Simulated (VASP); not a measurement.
Crystal: ZnS.

```xyz
2
Lattice="0.0000 2.7020 2.7020 2.7020 0.0000 2.7020 2.7020 2.7020 0.0000" Properties=species:S:1:pos:R:3 pbc="T T T"
Zn    4.0530    4.0530    4.0530
S     0.0000    0.0000    0.0000
```

Base run:

```yaml
Program: VASP 6.6.1
Functional: HSE03
Potentials_or_basis: VASP PAW PBE potentials, release 64 (Zn, S)
Cutoff: 520 eV
k_mesh: 6 × 6 × 6
Occupations: gaussian, width 0.02 eV
Spin: no spin polarisation
```

Its results: band gap on the k mesh 3.12 eV, direct; pressure 1.1 GPa.

Question: The run is repeated on the same cell with these changes: functional from HSE03 to HSE06. What comes out?

Answer: Band gap on the k mesh 3.34 eV, direct; pressure 0.9 GPa.

Caveats: the PAW data sets were made with another functional, which shifts forces and pressure a little.

Not every run made on this cell is shown here.
